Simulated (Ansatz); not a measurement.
# B on Pd(110), ontop start, 2x2 cell: work function, bands and core levels, part 3 of 4

Wanted: core-level shifts and unfolded surface bands for B on Pd(110), ontop start, 2x2 cell. Spin–orbit coupling is left out of the bands throughout.

Ansatz 0.2.0; DFT, PBE, plane-wave PAW, scalar-relativistic; PAW set soft_1.

So far, work function, upper face (eV): step 2 (the clean face) 4.77; step 3 (relaxing the atoms) 5.37.

## Step 4: Layer-resolved bands, DOS and potential (continued)

The planar mean, electrostatic potential oscillates, so the rows of the table below give means over windows of 1.41 Å about each position, cut where the curve ends. Its maxima inside the range that stand out by 2 % of the span (Å: eV): 8.2: -6.36, 9.6: -6.68, 11.0: -5.80, 12.4: -7.31, 14.2: 2.24. Its minima: 7.6: -9.61, 8.9: -10.2, 10.3: -10.2, 11.7: -10.3, 13.1: -9.91, 14.9: -0.912.

From the Fermi level. Planar mean, electrostatic potential against z; means over each step:

```
z (Å)  planar mean, electrostatic potential (eV)
 0.70                                       4.88
 2.11                                       4.77
 3.52                                       4.77
 4.93                                       4.72
 6.34                                       2.08
 7.75                                      -7.72
 9.16                                      -8.33
10.57                                      -7.98
11.98                                      -8.62
13.39                                      -5.68
14.80                                      0.568
16.21                                       4.60
17.62                                       5.35
19.03                                       5.37
20.44                                       5.37
21.85                                       5.26
```

Shapes are the site's partial DOS without matrix elements, which overweights lines from ligand s bands. The intensity by emission energy less the core level's binding energy, zero at the Fermi level; read off at these points; values in % of the unpolarised maximum:

```
emission energy less the core level's binding energy (eV)   B K  B K, E along x  B K, E along y  B K, E along z  Pd L-beta2
                                                    -9.00  1.11           0.367            1.12            1.86        6.58
                                                    -8.50  1.71           0.473            1.65            3.01        7.87
                                                    -8.00  3.17           0.675            2.87            5.98        9.60
                                                    -7.50  8.50            1.26            7.04            17.2        11.9
                                                    -7.00  20.4            2.35            18.8            40.2        15.0
                                                    -6.58  27.8            3.09            24.4            56.0        18.3
                                                    -6.50  27.5            3.03            24.3            55.1        19.1
                                                    -6.00  18.2            2.26            17.4            34.8        24.7
                                                    -5.50  9.75            2.86            11.3            15.1        32.8
                                                    -5.00  14.4            6.32            26.9            9.96        44.4
                                                    -4.50  27.0            22.0            46.0            12.9        58.6
                                                    -4.00  44.2            48.3            71.3            13.1        72.7
                                                    -3.50  53.6            74.8            72.4            13.6        84.3
                                                    -3.00  46.1            46.9            71.8            19.6        92.8
                                                    -2.68  50.7            43.8            81.3            26.9        96.7
                                                    -2.50  54.3            51.2            74.0            37.8        98.2
                                                    -2.00  64.3            68.5            56.0            68.3       100.0
                                                    -1.50  73.8            63.0            65.5            92.9        97.9
                                                    -1.00  95.0            66.2            36.9             182        92.3
                                                    -0.78  99.7            63.8            35.0             200        88.2
                                                    -0.50  87.2            51.7            34.8             175        81.2
                                                     0.00  31.4            20.0            12.2            49.9        63.8
                                                     0.50  2.80            2.03            1.81            4.32        45.4
                                                     1.00  1.50            1.15            1.14            2.15        31.5
```

Window up to 4.1 eV. Shell moments, by row:

| element | shell | occupied states an atom | centre of occupied part (eV) | rms width of occupied part (eV) | centre up to the window's top (eV) | rms width up to the window's top (eV) |
| --- | --- | --- | --- | --- | --- | --- |
| B | 2s | 1.8 | -4.53 | 2.341 | -4.131 | 2.773 |
| B | 2p | 1.496 | -2.651 | 1.963 | 0.7625 | 2.602 |
| Pd | 5p* | 0.5909 | -2.992 | 1.784 | 0.3594 | 2.969 |
| Pd | 4d | 9.334 | -2.284 | 1.407 | -2.1 | 1.571 |

The spectra weight each projected shell by its atomic cross section (Dirac–Hartree–Slater) and angular factor, for linear light with the analyser at 0° from the polarisation. Broadening, on top of any smearing of the DOS itself: a Gaussian of 0.1 eV and a Lorentzian of 0.1 eV plus 0.08 times the binding energy (full widths), Fermi edge at 300 K. Each atom is damped by exp[−depth/(λ cos θ)], θ = 45° from the normal, λ from the universal curve. Curves are cut 10 eV under the photon energy, above any shell that the free atom's threshold puts out of reach, or at the lower edge of the window: 9.2 eV at 21.2 eV, 9.2 eV at 100 eV, 9.2 eV at 1486.7 eV, 9.2 eV at 5414.7 eV and 9.2 eV at 8047.8 eV. A star in tables and legends marks shells that hold the states left over by the projection (5.5 % of the filled ones), a stand-in for orbitals that the files don't project on. Dipole terms alone, which is rough above 3 keV; no background, satellites or final-state effects.

Share of each shell in the spectrum's area (%), by photon energy:

```
shell  21.2 eV  100 eV  1486.7 eV  5414.7 eV  8047.8 eV
 B 2s      4.3    24.0        0.4        0.6        0.7
 B 2p      5.9     3.6        0.0        0.0        0.0
Pd 4d     89.4    72.3       99.2       98.2       97.3
```

Regions along c: top from 12.6 to 18.9 Å, middle from 9.9 to 12.6 Å, bottom from 3.5 to 9.9 Å.

The largest force component on a free atom is 0.012 eV/Å, so the atoms are at rest for these settings too. At the Fermi level the DOS is 40.10 states/eV a cell, and on the broadened curves Pd 4d holds 93 % of the total there.

## Step 5: Z+1 stand-in on atom 5

System of this step: AgB3Pd19. The cell holds 23 atoms: 3 B, 19 Pd and 1 Ag. Cell: a = 7.880 Å, b = 5.572 Å, c = 22.522 Å, α = 90.0°, β = 90.0°, γ = 90.0°. It derives from Pd. Regions: ad, 3 atoms (3 B); L1, 4 atoms (3 Pd and 1 Ag); L2, 4 atoms (4 Pd); L3, 4 atoms (4 Pd); rest, 8 atoms (8 Pd). Vacuum lies along c.

An atom with a screened core hole acts much like the next element, so total energies with that element on different sites give core-level shifts.

The input, input.yaml:

```yaml
crystal:
  lattice:
    - [7.88, 0.0, 0.0]
    - [0.0, 5.5720014357, 0.0]
    - [0.0, 0.0, 22.5220014357]
  atoms:
    - { symbol: B, position: [0.0006495969, 0.0, 0.6635414487] }
    - { symbol: B, position: [0.499203142, 0.5, 0.6613658682] }
    - { symbol: B, position: [0.000736064, 0.5, 0.6636117708] }
    - { symbol: Pd, position: [4.74542e-05, 0.0, 0.5832747474] }
    - { symbol: Ag, position: [0.4999944111, 0.0, 0.5778893614] }
    - { symbol: Pd, position: [6.49638e-05, 0.5, 0.583344684] }
    - { symbol: Pd, position: [0.4999805228, 0.5, 0.5821735762] }
    - { symbol: Pd, position: [0.2487937389, 0.2498696493, 0.5209652346] }
    - { symbol: Pd, position: [0.7512316742, 0.2498748682, 0.5209870617] }
    - { symbol: Pd, position: [0.2487937389, 0.7501303507, 0.5209652346] }
    - { symbol: Pd, position: [0.7512316742, 0.7501251318, 0.5209870617] }
    - { symbol: Pd, position: [0.0, 0.0, 0.456708998] }
    - { symbol: Pd, position: [0.5, 0.0, 0.456708998] }
    - { symbol: Pd, position: [0.0, 0.5, 0.456708998] }
    - { symbol: Pd, position: [0.5, 0.5, 0.456708998] }
    - { symbol: Pd, position: [0.25, 0.25, 0.394858351] }
    - { symbol: Pd, position: [0.75, 0.25, 0.394858351] }
    - { symbol: Pd, position: [0.25, 0.75, 0.394858351] }
    - { symbol: Pd, position: [0.75, 0.75, 0.394858351] }
    - { symbol: Pd, position: [0.0, 0.0, 0.333007705] }
    - { symbol: Pd, position: [0.5, 0.0, 0.333007705] }
    - { symbol: Pd, position: [0.0, 0.5, 0.333007705] }
    - { symbol: Pd, position: [0.5, 0.5, 0.333007705] }
kpoints:
  mp_grid: { grid: [6, 8, 1] }
scf:
  occupations: { method: fermi_dirac, width: 0.05 }
  n_extra_bands: 19
hamiltonian:
  xc: pbe
  pseudopotentials: { kind: paw, azcp: { folder: soft_1 } }
output:
  forces: true
  write_potential: true
  volumetric_format: []
efield:
  axis: 3
  dipole_correction: true
```

Command:

```console
$ ansatz run input.yaml --threads 8 --pin off --max-ram 40960MiB --backend cuda --events-out ev --progress --plain --runs-dir out
```

Numbers of over 12 decimals in the logs are rounded to 6 here.

Log:

```text
[...]
Crystal: 23 atoms, lattice volume = 988.882 Å³
Basis set: ecut = 420 eV, 19323 PW (Γ), exchange–correlation on 108×80×320 points (8 copies of the dense FFT grid, shifted against one another)
Bands: 204, of which v1, the nominal top of the filled ones, is band 185 counted from 1 (184 counted from 0)
Symmetry: 2 space group operations
[...]
k-points: 20 of 48 (time reversal used)
[...]
SCF iter   1: F=—  HF=-140558.847166 eV  |F-HF|=—  |Δ(HF+E_count)|=         —  Δρ=1.17e-1  dr2=3.37e2  ethr=3.10e-3  p=0.000 e·Å  D=1.57e-7 V/Å  ΔV_dip=-0.00 eV  dr2_dipole=4.60e1  V_vac-E_F(+/−)=2.86/2.86 eV  ⟨swp⟩=6.5  Hψ=14927  notcnv=0
[...]
SCF iter   5: F=—  HF=-140528.981555 eV  |F-HF|=—  |Δ(HF+E_count)|=   5.54e-2  Δρ=3.29e-3  dr2=1.92e-1  ethr=2.30e-4  p=-0.143 e·Å  D=-2.62e-2 V/Å  ΔV_dip=0.59 eV  dr2_dipole=5.12e-3  V_vac-E_F(+/−)=5.31/4.72 eV  ⟨swp⟩=3.1  Hψ=7440  notcnv=0  defer=88
[...]
SCF 1 converged in 16 iterations: F = -140528.979583 eV  dr2 = 5.75e-8
[...]
SCF converged after 16 iterations
[...]
```

Elapsed: 5.1 s, on 1 × NVIDIA GB200 with 8 threads of Arm Neoverse V2, shared host; peak memory 1.7 GiB; 16 s of CPU time.

This step gave:

```yaml
free_energy: -140528.9796 eV
energy_at_zero_smearing: -140528.8193 eV
smearing_term_ts: 0.3207 eV
fermi_energy: 2.694 eV
```

## Step 6: Z+1 stand-in on atom 6

System of this step: AgB3Pd19. The cell holds 23 atoms: 3 B, 19 Pd and 1 Ag. Its edges and angles: a = 7.880 Å, b = 5.572 Å, c = 22.522 Å, α = 90.0°, β = 90.0°, γ = 90.0°. It derives from Pd. Regions: ad, 3 atoms (3 B); L1, 4 atoms (3 Pd and 1 Ag); L2, 4 atoms (4 Pd); L3, 4 atoms (4 Pd); rest, 8 atoms (8 Pd). Vacuum lies along c.

The same swap on atom 6.

input.yaml, as its differences from that of step 5:

```diff
@@ -10,4 +10,4 @@
     - { symbol: Pd, position: [4.74542e-05, 0.0, 0.5832747474] }
-    - { symbol: Ag, position: [0.4999944111, 0.0, 0.5778893614] }
-    - { symbol: Pd, position: [6.49638e-05, 0.5, 0.583344684] }
+    - { symbol: Pd, position: [0.4999944111, 0.0, 0.5778893614] }
+    - { symbol: Ag, position: [6.49638e-05, 0.5, 0.583344684] }
     - { symbol: Pd, position: [0.4999805228, 0.5, 0.5821735762] }
```

Log:

```text
[...]
Crystal: 23 atoms, lattice volume = 988.882 Å³
Basis set: ecut = 420 eV, 19323 PW (Γ), exchange–correlation on 108×80×320 points (8 copies of the dense FFT grid, shifted against one another)
Bands: 204, of which v1, the nominal top of the filled ones, is band 185 counted from 1 (184 counted from 0)
Symmetry: 2 space group operations
[...]
k-points: 20 of 48 (time reversal used)
[...]
SCF iter   1: F=—  HF=-140556.668352 eV  |F-HF|=—  |Δ(HF+E_count)|=         —  Δρ=1.18e-1  dr2=4.07e2  ethr=3.10e-3  p=-0.000 e·Å  D=-9.24e-8 V/Å  ΔV_dip=0.00 eV  dr2_dipole=7.29e1  V_vac-E_F(+/−)=2.89/2.89 eV  ⟨swp⟩=6.5  Hψ=14939  notcnv=0
[...]
SCF iter   5: F=—  HF=-140527.267801 eV  |F-HF|=—  |Δ(HF+E_count)|=   5.97e-2  Δρ=5.03e-3  dr2=4.98e-1  ethr=3.50e-4  p=-0.141 e·Å  D=-2.58e-2 V/Å  ΔV_dip=0.58 eV  dr2_dipole=9.11e-2  V_vac-E_F(+/−)=5.26/4.68 eV  ⟨swp⟩=2.6  Hψ=7373  notcnv=0  defer=83
[...]
SCF 1 converged in 17 iterations: F = -140527.236572 eV  dr2 = 3.18e-8
[...]
SCF converged after 17 iterations
[...]
```

Elapsed: 5.3 s, on 1 × NVIDIA GB200 with 8 threads; peak memory 1.8 GiB; 18 s of CPU time.

This step gave:

* free energy: -140527.2366 eV
* energy at zero smearing: -140527.0666 eV
* smearing term TS: 0.3400 eV
* Fermi energy: 2.713 eV

## Step 7: Z+1 stand-in on atom 12

System of this step: AgB3Pd19. The cell holds 23 atoms: 3 B, 19 Pd and 1 Ag. Cell: a = 7.880 Å, b = 5.572 Å, c = 22.522 Å, α = 90.0°, β = 90.0°, γ = 90.0°. It derives from Pd. Regions: ad, 3 atoms (3 B); L1, 4 atoms (4 Pd); L2, 4 atoms (4 Pd); L3, 4 atoms (1 Ag and 3 Pd); rest, 8 atoms (8 Pd). Vacuum lies along c.

The same swap on atom 12.

input.yaml, as its differences from that of step 6:

```diff
@@ -11,3 +11,3 @@
     - { symbol: Pd, position: [0.4999944111, 0.0, 0.5778893614] }
-    - { symbol: Ag, position: [6.49638e-05, 0.5, 0.583344684] }
+    - { symbol: Pd, position: [6.49638e-05, 0.5, 0.583344684] }
     - { symbol: Pd, position: [0.4999805228, 0.5, 0.5821735762] }
@@ -17,3 +17,3 @@
     - { symbol: Pd, position: [0.7512316742, 0.7501251318, 0.5209870617] }
-    - { symbol: Pd, position: [0.0, 0.0, 0.456708998] }
+    - { symbol: Ag, position: [0.0, 0.0, 0.456708998] }
     - { symbol: Pd, position: [0.5, 0.0, 0.456708998] }
```

Log:

```text
[...]
Crystal: 23 atoms, lattice volume = 988.882 Å³
Basis set: ecut = 420 eV, 19323 PW (Γ), exchange–correlation on 108×80×320 points (8 copies of the dense FFT grid, shifted against one another)
Bands: 204, of which v1, the nominal top of the filled ones, is band 185 counted from 1 (184 counted from 0)
Symmetry: 2 space group operations
[...]
k-points: 20 of 48 (time reversal used)
[...]
SCF iter   1: F=—  HF=-140557.890590 eV  |F-HF|=—  |Δ(HF+E_count)|=         —  Δρ=1.15e-1  dr2=2.97e2  ethr=3.10e-3  p=0.000 e·Å  D=2.26e-7 V/Å  ΔV_dip=-0.00 eV  dr2_dipole=3.19e1  V_vac-E_F(+/−)=2.90/2.90 eV  ⟨swp⟩=6.3  Hψ=14907  notcnv=0
[...]
SCF iter   5: F=—  HF=-140528.651441 eV  |F-HF|=—  |Δ(HF+E_count)|=   5.09e-3  Δρ=3.79e-3  dr2=3.34e-1  ethr=2.29e-4  p=-0.141 e·Å  D=-2.59e-2 V/Å  ΔV_dip=0.58 eV  dr2_dipole=6.70e-3  V_vac-E_F(+/−)=5.29/4.71 eV  ⟨swp⟩=3.0  Hψ=7401  notcnv=0  defer=91
[...]
SCF 1 converged in 16 iterations: F = -140528.638155 eV  dr2 = 4.04e-8
[...]
SCF converged after 16 iterations
[...]
```

The job ended after 7.8 s (1 × NVIDIA GB200 with 8 threads; peak memory 1.8 GiB; 17 s of CPU time).

This step gave:

| Property | Result |
| --- | --- |
| free energy | -140528.6382 eV |
| energy at zero smearing | -140528.4855 eV |
| smearing term TS | 0.3054 eV |
| Fermi energy | 2.638 eV |

## Step 8: Shifts from the Z+1 runs

An atom with a screened core hole acts like the next element, so the difference of two such total energies is the shift between the two sites; positive is more bound. Shifts count from the last listed atom of each element.

```
atom   region  replaced by  shell meant  free energy (eV)  shift (eV)
 Pd5  layer 1           Ag           3d       -140528.980       -0.34
 Pd6  layer 1           Ag           3d       -140527.237       +1.40
Pd12  layer 3           Ag           3d       -140528.638       +0.00
```

The stand-in's nearest image is 5.6 Å away. The method gives no absolute levels and the same shift for every shell of an atom.

## Step 9: Maps in the surface zone

System of this step: B3Pd20. The cell holds 23 atoms: 3 B and 20 Pd. Its edges and angles: a = 7.880 Å, b = 5.572 Å, c = 22.522 Å, α = 90.0°, β = 90.0°, γ = 90.0°. It derives from Pd. How the cell was made: adsorbate; added: B; site: ontop; coverage 0.75 monolayer; cell: 2x2; on one face. Regions: ad, 3 atoms (3 B); L1, 4 atoms (4 Pd); L2, 4 atoms (4 Pd); L3, 4 atoms (4 Pd); rest, 8 atoms (8 Pd). Vacuum lies along c.

Analysers record intensity over the zone at fixed energy, so the same weights are taken on a square grid of wave vectors.

input.yaml, as its differences from that of step 7:

```diff
@@ -17,3 +17,3 @@
     - { symbol: Pd, position: [0.7512316742, 0.7501251318, 0.5209870617] }
-    - { symbol: Ag, position: [0.0, 0.0, 0.456708998] }
+    - { symbol: Pd, position: [0.0, 0.0, 0.456708998] }
     - { symbol: Pd, position: [0.5, 0.0, 0.456708998] }
@@ -33,3 +33,3 @@
   occupations: { method: fermi_dirac, width: 0.05 }
-  n_extra_bands: 19
+  n_extra_bands: 25
 hamiltonian:
@@ -41,2 +41,19 @@
   volumetric_format: []
+  eigenstates:
+    kpoints:
+      - [0.246711, -0.2397626, 0.0]
+      - [0.3928184, -0.2397626, 0.0]
+      - [-0.4610742, -0.2397626, 0.0]
+      - [-0.3149668, -0.2397626, 0.0]
+      - [-0.1688594, -0.2397626, 0.0]
+      - [-0.022752, -0.2397626, 0.0]
+      # [... 161 more points ...]
+      - [-0.1461074, 0.0, 0.0]
+      - [0.0, 0.0, 0.0]
+    e_range: [-3.0, 1.5]
+    unfold:
+      supercell_matrix: [[2, 0, 0], [0, 2, 0], [0, 0, 1]]
+      layers:
+        axis: 3
+        edges: [0.155404, 0.441245, 0.441345, 0.560648, 0.560748, 0.841214]
 efield:
```

Log:

```text
[...]
Crystal: 23 atoms, lattice volume = 988.882 Å³
Basis set: ecut = 420 eV, 19323 PW (Γ), exchange–correlation on 108×80×320 points (8 copies of the dense FFT grid, shifted against one another)
Bands: 210, of which v1, the nominal top of the filled ones, is band 185 counted from 1 (184 counted from 0)
Symmetry: 2 space group operations
[...]
k-points: 20 of 48 (time reversal used)
[...]
SCF iter   1: F=—  HF=-139941.074038 eV  |F-HF|=—  |Δ(HF+E_count)|=         —  Δρ=1.17e-1  dr2=3.27e2  ethr=3.10e-3  p=0.000 e·Å  D=6.15e-8 V/Å  ΔV_dip=-0.00 eV  dr2_dipole=3.69e1  V_vac-E_F(+/−)=2.82/2.82 eV  ⟨swp⟩=6.5  Hψ=15197  notcnv=0  defer=18
[...]
SCF iter   6: F=—  HF=-139910.909058 eV  |F-HF|=—  |Δ(HF+E_count)|=   1.57e-3  Δρ=1.96e-3  dr2=1.28e-1  ethr=7.46e-5  p=-0.143 e·Å  D=-2.62e-2 V/Å  ΔV_dip=0.59 eV  dr2_dipole=1.68e-3  V_vac-E_F(+/−)=5.34/4.75 eV  ⟨swp⟩=2.0  Hψ=6370  notcnv=0  defer=214
[...]
SCF 1 converged in 16 iterations: F = -139910.904090 eV  dr2 = 8.99e-8
[...]
SCF converged after 16 iterations
[...]
```

Wall time 25 s (1 × NVIDIA GB200 with 8 threads); peak memory 13 GiB.

Numbers from this step:

```
free energy             : -139910.9041 eV
energy at zero smearing : -139910.7328 eV
smearing term TS        : 0.3426 eV
Fermi energy            : 2.643 eV
```

(Continued in part 4 of 4.)

[Logs are printed without paths, hosts, clocks, repeated set-up lines and the standing remarks that a program may print on its own settings, such as how far it seeks lower states.]

[Hosts, paths, dates, database ids (printed as entryN), source tags and the programs' standing remarks are cut or masked in the printed files.]

[Maps of the electrostatic potential energy from Ansatz leave out the sawtooth potential of an applied field or a dipole correction, so their vacuum need not be flat; work functions include it.]
